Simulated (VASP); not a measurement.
# PbSe (Clausthalite) (Fm-3m) in VASP: further runs

Runs on PbSe (Clausthalite). Level: PBEsol. Tasks: relaxation of the atoms, relaxation of cell and atoms.

Everything below comes from runs of VASP 6.6.1. Logs are shortened: lines on timing, memory, paths and dates and some standing lists are left out, and cuts for length are marked.

### 1 The structure

The structure is cubic, space group Fm-3m (No. 225). Conventional cell: a = 6.121 Å, b = 6.121 Å, c = 6.121 Å, α = 90.00°, β = 90.00°, γ = 90.00°. Pb (site symmetry m-3m) is surrounded by 6 Se at 3.06 Å. Se (site symmetry m-3m) is surrounded by 6 Pb at 3.06 Å.

### 2 Relaxation of the atoms, PBEsol (a relaxed cell with its volume scaled by 1.06)

INCAR reads:

```
ALGO = Fast
EDIFF = 1E-7
EDIFFG = -0.01
ENCUT = 600
GGA = PS
IBRION = 2
ISIF = 2
ISMEAR = 0
LASPH = True
LCHARG = False
LREAL = False
LWAVE = False
NELM = 80
NSW = 40
PREC = Accurate
SIGMA = 0.03
```

KPOINTS reads:

```
k-points
0
Gamma
  8 8 8
```

POSCAR reads:

```
PbSe                                    
1.0
    0.0000000000      3.1118478711      3.1118478711
    3.1118478711      0.0000000000      3.1118478711
    3.1118478711      3.1118478711      0.0000000000
  Pb              Se            
     1     1
Direct
     0.0000000000000000    0.0000000000000000    0.0000000000000000
     0.5000000000000000    0.5000000000000000    0.5000000000000000
```

Potentials or basis: VASP PAW PBE potentials, release 64 (Pb_d, Se).

Run with:

```bash
$ cat potpaw_PBE.64/Pb_d/POTCAR potpaw_PBE.64/Se/POTCAR > POTCAR
$ mpirun -np 1 vasp_std > vasp.out
```

OUTCAR:

```text
EDIFF = 1E-7
   EDIFFG = -0.01
   ENCUT = 600
   GGA = PS
   IBRION = 2
   ISIF = 2
   ISMEAR = 0
   LASPH = True
   LREAL = False
   NELM = 80
   NSW = 40
   PREC = Accurate

 ion  position               nearest neighbor table
   1  0.000  0.000  0.000-   2 3.11   2 3.11   2 3.11   2 3.11   2 3.11   2 3.11
   2  0.500  0.500  0.500-   1 3.11   1 3.11   1 3.11   1 3.11   1 3.11   1 3.11

  LATTYP: Found a face centered cubic cell.
 ALAT       =     6.2236957422

  Lattice vectors:

 A1 = (   0.0000000000,   3.1118478711,   3.1118478711)
 A2 = (   3.1118478711,   0.0000000000,   3.1118478711)
 A3 = (   3.1118478711,   3.1118478711,   0.0000000000)

Analysis of symmetry for initial positions (statically):
=====================================================================
 Subroutine PRICEL returns:
 Original cell was already a primitive cell.

 Routine SETGRP: Setting up the symmetry group for a
 face centered cubic supercell.

 Subroutine GETGRP returns: Found 48 space group operations
 (whereof 48 operations were pure point group operations)
 out of a pool of 48 trial point group operations.

The static configuration has the point symmetry O_h .

Analysis of symmetry for dynamics (positions and initial velocities):
=====================================================================
 Subroutine PRICEL returns:
 Original cell was already a primitive cell.

 Routine SETGRP: Setting up the symmetry group for a
 face centered cubic supercell.

 Subroutine GETGRP returns: Found 48 space group operations
 (whereof 48 operations were pure point group operations)
 out of a pool of 48 trial point group operations.

The dynamic configuration has the point symmetry O_h .

 Subroutine INISYM returns: Found 48 space group operations
 (whereof 48 operations are pure point group operations),
 and found     1 'primitive' translations

----------------------------------------------------------------------------------------

                                     Primitive cell

  volume of cell :      60.2678

  direct lattice vectors                    reciprocal lattice vectors
     0.000000000  3.111847871  3.111847871    -0.160676235  0.160676235  0.160676235
     3.111847871  0.000000000  3.111847871     0.160676235 -0.160676235  0.160676235
     3.111847871  3.111847871  0.000000000     0.160676235  0.160676235 -0.160676235

  length of vectors
     4.400817463  4.400817463  4.400817463     0.278299403  0.278299403  0.278299403

  position of ions in fractional coordinates (direct lattice)
     0.000000000  0.000000000  0.000000000
     0.500000000  0.500000000  0.500000000

  ion indices of the primitive-cell ions
   primitive index   ion index
                 1           1
                 2           2

----------------------------------------------------------------------------------------

 KPOINTS: k-points

Automatic generation of k-mesh.
 Grid dimensions read from file:
 generate k-points for:    8    8    8

 Generating k-lattice:

  Cartesian coordinates                     Fractional coordinates (reciprocal lattice)
    -0.020084529  0.020084529  0.020084529     0.125000000  0.000000000  0.000000000
     0.020084529 -0.020084529  0.020084529     0.000000000  0.125000000  0.000000000
     0.020084529  0.020084529 -0.020084529     0.000000000  0.000000000  0.125000000

  Length of vectors
     0.034787425  0.034787425  0.034787425

  Shift w.r.t. Gamma in fractional coordinates (k-lattice)
     0.000000000  0.000000000  0.000000000

 Subroutine IBZKPT returns following result:
 ===========================================

 Found     29 irreducible k-points:

 Following reciprocal coordinates:
            Coordinates               Weight
  0.000000  0.000000  0.000000      1.000000
  0.125000  0.000000  0.000000      8.000000
  0.250000  0.000000  0.000000      8.000000
  0.375000  0.000000  0.000000      8.000000
  0.500000  0.000000  0.000000      4.000000
  0.125000  0.125000  0.000000      6.000000
[... 16 lines left out ...]
  0.500000  0.250000  0.125000     48.000000
 -0.375000  0.250000  0.125000     24.000000
 [... further k-points ...]
   k-points           NKPTS =     29   k-points in BZ     NKDIM =     29   number of bands    NBANDS=     14
   number of dos      NEDOS =    301   number of ions     NIONS =      2
   total plane-waves  NPLWV =  46656
   dimension x,y,z NGX =    36 NGY =   36 NGZ =   36
   dimension x,y,z NGXF=    72 NGYF=   72 NGZF=   72
   ions per type =               1   1
   NGX,Y,Z   is equivalent  to a cutoff of  13.60, 13.60, 13.60 a.u.
   NGXF,Y,Z  is equivalent  to a cutoff of  27.20, 27.20, 27.20 a.u.
 SYSTEM =  unknown system
   PREC   = accura    normal or accurate (medium, high low for compatibility)
   ISTART =      0    job   : 0-new  1-cont  2-samecut
   ICHARG =      2    charge: 1-file 2-atom 10-const
   ISPIN  =      1    spin polarized calculation?
   LNONCOLLINEAR =      F non collinear calculations
   LSORBIT =      F    spin-orbit coupling
   LASPH  =      T    aspherical Exc in radial PAW
   ENCUT  =  600.0 eV  44.10 Ry    6.64 a.u.   8.79  8.79  8.79*2*pi/ulx,y,z
   NELM   =     80;   NELMIN=  2; NELMDL= -5     # of ELM steps
   EDIFF  = 0.1E-06   stopping-criterion for ELM
   LREAL  =      F    real-space projection
   EDIFFG = -.1E-01   stopping-criterion for IOM
   NSW    =     40    number of steps for IOM
   IBRION =      2    ionic relax: 0-MD 1-quasi-New 2-CG
   NFREE  =      1    steps in history (QN), initial steepest desc. (CG)
   ISIF   =      2    stress and relaxation
   ISYM   =      2    0-nonsym 1-usesym 2-fastsym
   POTIM  = 0.5000    time-step for ionic-motion
   TEBEG  =    0.0;   TEEND  =   0.0 temperature during run
   PSTRESS=    0.0 pullay stress
   NELECT =      20.0000    total number of electrons
   NUPDOWN=      -1.0000    fix difference up-down
   EMIN   =  10.00;   EMAX   =-10.00  energy-range for DOS
   EFERMI =   0.00;   METHOD = LEGACY
   ISMEAR =     0;   SIGMA  =   0.03  broadening in eV -4-tet -1-fermi 0-gaus
   EFERMI_NEDOS =   21; number of points for ismear=-14 and -15
   IALGO  =     68    algorithm
   IMIX   =      4    mixing-type and parameters
     AMIX     =   0.40;   BMIX     =  1.00
     AMIX_MAG =   1.60;   BMIX_MAG =  1.00
  volume/ion in A,a.u.               =      30.13       203.35
  Fermi-wavevector in a.u.,A,eV,Ry     =   1.133417  2.141848 17.478515  1.284635
  Thomas-Fermi vector in A             =   2.270120
   LORBIT       =      0    0 simple, 1 ext, 2 COOP (PROOUT), +10 PAW based schemes
   GGA     = PS    functional components
   LHFCALC =     F    Hartree Fock is set to
   AEXX    =    0.0000 exact exchange contribution
   IVDW    =     0    specifies the selected vdW correction
   LEPSILON=     F    determine dielectric tensor
   LRPA    =     F    only Hartree local field effects (RPA)
 conjugate gradient relaxation of ions
 non-spin polarized calculation
 RMM-DIIS sequential band-by-band and
 Gauss-broadening in eV      SIGMA  =   0.03
  energy-cutoff  :      600.00
  volume of cell :       60.27
 maximum number of plane-waves:      2044
   NGX = 17   NGY = 17   NGZ = 17

 number of electron      20.0000002 magnetization

 Free energy of the ion-electron system (eV)
  ---------------------------------------------------
  ext. energy  EPLUGINS =         0.00000000
  ---------------------------------------------------
  free energy    TOTEN  =        -8.88705347 eV

  energy without entropy =       -8.88705347  energy(sigma->0) =       -8.88705347

 E-fermi :   4.4411     XC(G=0):  -9.4929

 val. band max:        4.2736631958   @ k =   0.5000   0.0000   0.0000
 cond. band min:       4.6324698028   @ k =   0.5000   0.0000   0.0000
 fundamental gap:      0.3588066070
 Fermi energy:         4.4411259639

 k-point     1 :       0.0000    0.0000    0.0000
  band No.  band energies     occupation
      1     -12.3605      2.00000
      2     -12.3605      2.00000
      3     -12.3605      2.00000
      4     -12.3564      2.00000
      5     -12.3564      2.00000
      6      -8.8868      2.00000
      7      -2.0960      2.00000
      8       2.6611      2.00000
      9       2.6611      2.00000
     10       2.6611      2.00000
     11       8.8777      0.00000
     12       8.8777      0.00000
     13       8.8777      0.00000
     14      10.8622      0.00000

 k-point     2 :       0.1250    0.0000    0.0000
  band No.  band energies     occupation
      1     -12.3605      2.00000
      2     -12.3605      2.00000
      3     -12.3600      2.00000
      4     -12.3552      2.00000
      5     -12.3552      2.00000
      6      -8.7782      2.00000
      7      -2.4237      2.00000
      8       2.6987      2.00000
      9       2.6987      2.00000
     10       2.8799      2.00000
     11       7.8608      0.00000
     12       8.2624      0.00000
     13       8.2624      0.00000
     14      10.6425      0.00000

 k-point     3 :       0.2500    0.0000    0.0000
  band No.  band energies     occupation
      1     -12.3670      2.00000
      2     -12.3670      2.00000
      3     -12.3588      2.00000
      4     -12.3459      2.00000
      5     -12.3459      2.00000
      6      -8.4817      2.00000
      7      -3.1716      2.00000
      8       2.8092      2.00000
      9       2.8092      2.00000
     10       3.3426      2.00000
     11       6.4215      0.00000
     12       7.2124      0.00000
     13       7.2124      0.00000
     14      10.7973      0.00000
[... 324 lines left out ...]
 k-point    23 :       0.5000    0.2500    0.1250
  band No.  band energies     occupation
      1     -12.3974      2.00000
      2     -12.3637      2.00000
      3     -12.3566      2.00000
      4     -12.3398      2.00000
      5     -12.3335      2.00000
      6      -7.9161      2.00000
      7      -3.7576      2.00000
      8       1.3520      2.00000
      9       2.0460      2.00000
     10       3.3818      2.00000
     11       6.0254      0.00000
     12       7.3739      0.00000
     13       8.4506      0.00000
     14      10.8935      0.00000

 k-point    24 :      -0.3750    0.2500    0.1250
  band No.  band energies     occupation
      1     -12.4010      2.00000
      2     -12.3662      2.00000
      3     -12.3509      2.00000
      4     -12.3428      2.00000
      5     -12.3304      2.00000
      6      -7.7626      2.00000
      7      -3.9561      2.00000
      8       1.3372      2.00000
      9       1.6802      2.00000
     10       3.5829      2.00000
     11       5.7203      0.00000
     12       7.6798      0.00000
     13       8.3022      0.00000
     14      11.8501      0.00000

 [... further k-points ...]

------------------------ aborting loop because EDIFF is reached ----------------------------------------

  FORCE on cell =-STRESS in cart. coord.  units (eV):
  Direction    XX          YY          ZZ          XY          YZ          ZX
  --------------------------------------------------------------------------------------
  -------------------------------------------------------------------------------------
  Total       -1.0351101     -1.0351101     -1.0351101      0.0000000      0.0000000      0.0000000
  in kB      -27.5176951    -27.5176951    -27.5176951      0.0000000      0.0000000      0.0000000
  external PRESSURE =     -27.5176951 kB  Pullay stress =       0.0000000 kB

 VOLUME and BASIS-vectors are now :
 -----------------------------------------------------------------------------
  energy-cutoff  :      600.00
  volume of cell :       60.27
      direct lattice vectors                 reciprocal lattice vectors
     0.000000000  3.111847871  3.111847871    -0.160676235  0.160676235  0.160676235
     3.111847871  0.000000000  3.111847871     0.160676235 -0.160676235  0.160676235
     3.111847871  3.111847871  0.000000000     0.160676235  0.160676235 -0.160676235

 POSITION                                       TOTAL-FORCE (eV/Angst)
 -----------------------------------------------------------------------------------
      0.00000      0.00000      0.00000        -0.000000     -0.000000      0.000000
      3.11185      3.11185      3.11185         0.000000      0.000000     -0.000000
 -----------------------------------------------------------------------------------
    total drift:                               -0.000000      0.000000      0.000000

  FREE ENERGIE OF THE ION-ELECTRON SYSTEM (eV)
  ---------------------------------------------------
  free  energy   TOTEN  =        -8.8870534749 eV

  energy  without entropy=       -8.8870534749  energy(sigma->0) =       -8.88705347

 reached required accuracy - stopping structural energy minimisation
```

Wall time 22 s (1 thread of AMD EPYC 9R45 (Zen 5), shared host); peak memory 0.19 GiB.

Results:

```
Free energy             : -8.8871 eV
Pressure after relaxing : -2.8 GPa
Band gap on the k mesh  : 0.36 eV, direct
```

Final structure:
```
Pb Se
1.0
     0.00000    3.11185    3.11185
     3.11185    0.00000    3.11185
     3.11185    3.11185    0.00000
Pb Se
1 1
Direct
  0.00000 0.00000 0.00000
  0.50000 0.50000 0.50000
```

Caveat: the relaxation stopped at its first step, so nothing moved; the PAW data sets were made with another functional, which shifts forces and pressure a little; spin-orbit coupling is left out, which as a rule narrows the gap of such compounds by several tenths of an eV. A k mesh can miss the band edges.

### 3 Relaxation of cell and atoms, PBEsol

INCAR reads:

```
PREC = Accurate
ENCUT = 600
EDIFF = 1E-6
ISMEAR = 0
SIGMA = 0.03
LREAL = False
LASPH = True
NELM = 80
ALGO = Normal
ISIF = 3
LWAVE = False
LCHARG = False
GGA = PS
IBRION = 2
NSW = 90
EDIFFG = -0.01
KPAR = 8
```

KPOINTS reads:

```
Automatic mesh
0
Gamma
  8 8 8
```

POSCAR reads:

```
PbSe
1.0
    0.0000000000      3.0606500000      3.0606500000
    3.0606500000      0.0000000000      3.0606500000
    3.0606500000      3.0606500000      0.0000000000
Pb Se
1 1
Direct
    0.0000000000      0.0000000000      0.0000000000
    0.5000000000      0.5000000000      0.5000000000
```

Potentials or basis: VASP PAW PBE potentials, release 64 (Pb_d, Se).

Run with:

```bash
$ cat potpaw_PBE.64/Pb_d/POTCAR potpaw_PBE.64/Se/POTCAR > POTCAR
$ mpirun -np 8 vasp_std > vasp.out
```

It took 40 s on 8 MPI ranks of Intel Xeon Platinum 8488C (Sapphire Rapids), shared host; peak memory 0.23 GiB.

The run converged. Its results:

```
Free energy                            : -8.9178 eV
Relaxed volume                         : 28.43 Å³/atom
Relaxed cell                           : a = 4.316 Å, b = 4.316 Å, c = 4.316 Å, α = 60.00°, β = 60.00°, γ = 60.00°
Space group after relaxing (to 0.05 Å) : Fm-3m (No. 225)
Energy gained by relaxing              : 0.3 meV/atom
Ionic steps                            : 3
Pressure after relaxing                : 0.0 GPa
Band gap on the k mesh                 : 0.17 eV, direct
```

The path:
```
step  energy change (eV)  largest force (eV/Å)  pressure (GPa)  volume (Å³)
   1              0.0000                0.0000           -0.46        57.34
   2             -0.0006                0.0000            0.19        56.66
   3             -0.0007                0.0000            0.00        56.86
```

Final structure:
```
CELL_PARAMETERS angstrom
0.00000 3.05199 3.05199
3.05199 0.00000 3.05199
3.05199 3.05199 0.00000
ATOMIC_POSITIONS crystal
Pb 0.00000 0.00000 0.00000
Se 0.50000 0.50000 0.50000
```

Levels at points of the mesh, in eV from the valence-band top:
```
           k point  band 8  band 9  band 10  band 11  band 12  band 13
(0.00, 0.00, 0.00)   -1.92   -1.92    -1.92     4.69     4.69     4.69
(0.50, 0.00, 0.00)   -1.50   -1.50     0.00     0.17     1.63     1.63
(0.50, 0.50, 0.00)   -5.10   -3.31    -3.31     3.54     5.61     5.61
```

Caveat: the PAW data sets were made with another functional, which shifts forces and pressure a little; spin-orbit coupling is left out, which as a rule narrows the gap of such compounds by several tenths of an eV. A k mesh can miss the band edges.

### 4 Relaxation of cell and atoms, PBEsol

This run uses another cell than the first one, of 28.43 Å³/atom, 0.992 times its volume.

Changes to INCAR since step 3:

```diff
@@ -2,3 +2,3 @@
 ENCUT = 600
-EDIFF = 1E-6
+EDIFF = 1E-7
 ISMEAR = 0
@@ -15,3 +15,3 @@
 NSW = 90
-EDIFFG = -0.01
+EDIFFG = -0.005
 KPAR = 8
```

KPOINTS is that of step 3.

POSCAR reads:

```
PbSe                                    
1.0
    0.0000000000      3.0519897382      3.0519897382
    3.0519897382      0.0000000000      3.0519897382
    3.0519897382      3.0519897382     -0.0000000000
  Pb              Se            
     1     1
Direct
     0.0000000000000000    0.0000000000000000    0.0000000000000000
     0.5000000000000000    0.5000000000000000    0.5000000000000000
```

Potentials or basis: VASP PAW PBE potentials, release 64 (Pb_d, Se).

Run with:

```bash
$ cat potpaw_PBE.64/Pb_d/POTCAR potpaw_PBE.64/Se/POTCAR > POTCAR
$ mpirun -np 8 vasp_std > vasp.out
```

OUTCAR:

```text
PREC = Accurate
   ENCUT = 600
   EDIFF = 1E-7
   ISMEAR = 0
   LREAL = False
   LASPH = True
   NELM = 80
   ISIF = 3
   GGA = PS
   IBRION = 2
   NSW = 90
   EDIFFG = -0.005

 ion  position               nearest neighbor table
   1  0.000  0.000  0.000-   2 3.05   2 3.05   2 3.05   2 3.05   2 3.05   2 3.05
   2  0.500  0.500  0.500-   1 3.05   1 3.05   1 3.05   1 3.05   1 3.05   1 3.05

  LATTYP: Found a face centered cubic cell.
 ALAT       =     6.1039794764

[... 601 lines left out ...]

  FORCE on cell =-STRESS in cart. coord.  units (eV):
  Direction    XX          YY          ZZ          XY          YZ          ZX
  --------------------------------------------------------------------------------------
  -------------------------------------------------------------------------------------
  Total       -0.0010997     -0.0010997     -0.0010997      0.0000000      0.0000000     -0.0000000
  in kB       -0.0309901     -0.0309901     -0.0309901      0.0000000      0.0000000     -0.0000000
  external PRESSURE =      -0.0309901 kB  Pullay stress =       0.0000000 kB

 VOLUME and BASIS-vectors are now :
 -----------------------------------------------------------------------------
  energy-cutoff  :      600.00
  volume of cell :       56.86
      direct lattice vectors                 reciprocal lattice vectors
     0.000000000  3.051989738  3.051989738    -0.163827550  0.163827550  0.163827550
     3.051989738  0.000000000  3.051989738     0.163827550 -0.163827550  0.163827550
     3.051989738  3.051989738  0.000000000     0.163827550  0.163827550 -0.163827550

 POSITION                                       TOTAL-FORCE (eV/Angst)
 -----------------------------------------------------------------------------------
      0.00000      0.00000      0.00000         0.000000      0.000000      0.000000
      3.05199      3.05199      3.05199        -0.000000      0.000000     -0.000000
 -----------------------------------------------------------------------------------
    total drift:                               -0.000000      0.000000      0.000000

  FREE ENERGIE OF THE ION-ELECTRON SYSTEM (eV)
  ---------------------------------------------------
  free  energy   TOTEN  =        -8.9177590719 eV

  energy  without entropy=       -8.9177590127  energy(sigma->0) =       -8.91775904

 reached required accuracy - stopping structural energy minimisation
```

Wall time 26 s (8 MPI ranks of Intel Xeon Platinum 8488C (Sapphire Rapids), shared host); peak memory 0.23 GiB.

What came out:

```yaml
Free_energy: -8.9178 eV
Pressure_after_relaxing: 0.0 GPa
Band_gap_on_the_k_mesh: 0.17 eV, direct
```

Final structure:
```
Pb Se
1.0
     0.00000    3.05199    3.05199
     3.05199    0.00000    3.05199
     3.05199    3.05199    0.00000
Pb Se
1 1
Cartesian
  0.0000 0.0000 0.0000
  3.0520 3.0520 3.0520
```

Levels at points of the mesh, in eV from the valence-band top:
```tsv
k point	band 8	band 9	band 10	band 11	band 12	band 13
(0.00, 0.00, 0.00)	-1.92	-1.92	-1.92	4.69	4.69	4.69
(0.50, 0.00, 0.00)	-1.50	-1.50	0.00	0.17	1.63	1.63
(0.50, 0.50, 0.00)	-5.10	-3.31	-3.31	3.54	5.61	5.61
```

Caveat: the relaxation stopped at its first step, so nothing moved; the PAW data sets were made with another functional, which shifts forces and pressure a little; spin-orbit coupling is left out, which as a rule narrows the gap of such compounds by several tenths of an eV. A k mesh can miss the band edges.

[end of part 1 of 2]
